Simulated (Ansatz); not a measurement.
Crystal: Co.

```
CELL_PARAMETERS angstrom
2.47056 0.00000 0.00000
-1.23528 2.13957 0.00000
0.00000 0.00000 8.08823
ATOMIC_POSITIONS crystal
Co 0.66667 0.33333 0.75000
Co 0.00000 0.00000 0.50000
Co 0.33333 0.66667 0.25000
Co 0.00000 0.00000 0.00000
```

| Item | Value |
| --- | --- |
| Program | Ansatz 0.2.0 |
| Task | relaxation of cell and atoms |
| Functional | PBEsol |
| Dispersion | D4 |
| Potentials or basis | Ansatz PAW |
| Cutoff | 420 eV (not typed: the program's choice for these potentials) |
| k mesh | 12 × 12 × 4 |
| Occupations | fermi-dirac, width 0.05 eV |
| Spin | collinear spin, ferromagnetic start |
| Starting moments | [2.0, 2.0, 2.0, 2.0] μB |

At the start: volume 10.69 Å³/atom.

Q: Where does the relaxation end?

A: It ends after 7 steps and the volume is 10.26 Å³/atom (-4.0 %); space group P6_3/mmc (No. 194, to 0.05 Å); moment 6.38 μB per cell.

Step by step:
```tsv
step	energy change (eV)	largest force (eV/Å)	volume (Å³)
1	0.0000	0.0000	42.75
2	-0.0435	0.0000	41.84
3	-0.0571	0.0000	40.98
4	-0.0571	0.0000	41.04
5	-0.0554	0.0000	41.04
6	-0.0554	0.0000	41.03
7	-0.0553	0.0000	41.03
```

Final structure:
```xyz
4
Lattice="2.4466 0.0000 0.0000 -1.2233 2.1188 0.0000 0.0000 0.0000 7.9145" Properties=species:S:1:pos:R:3 pbc="T T T"
Co    1.2233    0.7063    5.9359
Co    0.0000    0.0000    3.9572
Co    0.0000    1.4126    1.9786
Co    0.0000    0.0000    0.0000
```

Caveat: the plane-wave basis is chosen anew once the cell has moved, so the energies of steps on either side of that aren't comparable; the PAW data sets come from PBE, with cores solved anew for the run's functional, which leaves a small shift of forces and pressure.
